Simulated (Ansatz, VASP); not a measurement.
This is a calculation of GaP for VASP 6.6.1. 

Contents of INCAR:

```
ALGO = Normal ; EDIFF = 1E-7
EDIFFG = -0.02 ; ENCUT = 600
GGA = PS ; IBRION = 2
ISIF = 3 ; ISMEAR = -1
IVDW = 13 ; LASPH = T
LCHARG = F ; LREAL = F
LWAVE = F ; NELM = 100
NSW = 40 ; PREC = Accurate
SIGMA = 0.05
```

KPOINTS

```
k-points
0
Gamma
  8 8 8
```

File POSCAR:

```
GaP
1.0
    0.0000000000      2.7252500000      2.7252500000
    2.7252500000      0.0000000000      2.7252500000
    2.7252500000      2.7252500000      0.0000000000
Ga P
1 1
Direct
    0.0000000000      0.0000000000      0.0000000000
    0.7500000000      0.7500000000      0.7500000000
```

Potentials or basis: VASP PAW PBE potentials, release 64 (Ga_d, P).

The run is started by

```console
$ cat potpaw_PBE.64/Ga_d/POTCAR potpaw_PBE.64/P/POTCAR > POTCAR
$ mpirun -np 1 vasp_std > vasp.out
```

Question: What does the same run look like in Ansatz 0.2.0? Potentials or basis there: Ansatz PAW, cutoff 420 eV.

Answer: As run (cutoffs and basis follow the program's own potentials, and thresholds, step limits or extra output files can differ):

input.yaml

```yaml
crystal:
  lattice:
    - [0.0, 2.72525, 2.72525]
    - [2.72525, 0.0, 2.72525]
    - [2.72525, 2.72525, 0.0]
  atoms:
    - { symbol: Ga, position: [0.0, 0.0, 0.0] }
    - { symbol: P, position: [0.75, 0.75, 0.75] }
hamiltonian:
  xc: pbesol
  pseudopotentials: { kind: paw }
  dispersion: d4
kpoints:
  mp_grid: { grid: [8, 8, 8] }
scf:
  occupations: { method: fermi_dirac, width: 0.05 }
output:
  forces: true
  stress: true
relax:
  f_tol: 0.01
  max_steps: 40
  cell: { stress_tol: 0.05 }
```

Potentials or basis: Ansatz PAW.

Launch:

```console
$ ansatz run input.yaml --threads 2 --pin off --max-ram 5632MiB --backend cpu --events-out ev --progress --plain --runs-dir out
```

Both were run:

|  | VASP | Ansatz |
| --- | --- | --- |
| Relaxed volume | 19.68 Å³/atom | 19.69 Å³/atom |
| Relaxed cell | a = 3.818 Å, b = 3.818 Å, c = 3.818 Å, α = 60.00°, β = 60.00°, γ = 60.00° | a = 3.819 Å, b = 3.819 Å, c = 3.819 Å, α = 60.00°, β = 60.00°, γ = 60.00° |
| Space group after relaxing | F-43m (No. 216) | F-43m (No. 216) |
| Pressure after relaxing | 0.0 GPa | 0.0 GPa |

Ansatz's pressure holds a Pulay term of +0.04 GPa for its cutoff of 420 eV, which the other run lacks.

VASP's potentials were made for PBE. Ansatz's potentials were made for PBE.

Where Ansatz's input types no cutoff or centring, it takes its own default and a Γ-centred mesh.

Pressure is positive in compression.
